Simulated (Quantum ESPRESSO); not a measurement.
## ZnCu: equation of state with PBE

ZnCu:

```
Zn Cu
1.0
     2.94500    0.00000    0.00000
     0.00000    2.94500    0.00000
     0.00000    0.00000    2.94500
Zn Cu
1 1
Direct
  0.50000 0.50000 0.50000
  0.00000 0.00000 0.00000
```

- Program: Quantum ESPRESSO 7.5
- Task: equation of state
- Functional: PBE
- Potentials or basis: SSSP 1.3 efficiency PBE
- Cutoff: 748 eV
- Density cutoff: 5987 eV
- k mesh: 9 × 9 × 9
- Occupations: fermi-dirac, width 0.05 eV
- Spin: no spin polarisation

* Equilibrium volume: 13.06 Å³/atom
* Bulk modulus: 114 GPa
* Pressure derivative of the bulk modulus: 5.1

Energy against volume, from the lowest point:
```tsv
volume (Å³/atom)	energy (meV/atom)
12.005	35.64
12.260	19.55
12.516	8.67
12.771	2.29
13.026	0.00
13.282	1.32
13.537	5.81
```

All runs of the series together: 2.8 min on 1 thread of Arm Neoverse V1, with other jobs on the host.

PBE usually gives volumes a little too large and moduli too small. Zero-point motion and thermal expansion aren't in these numbers.
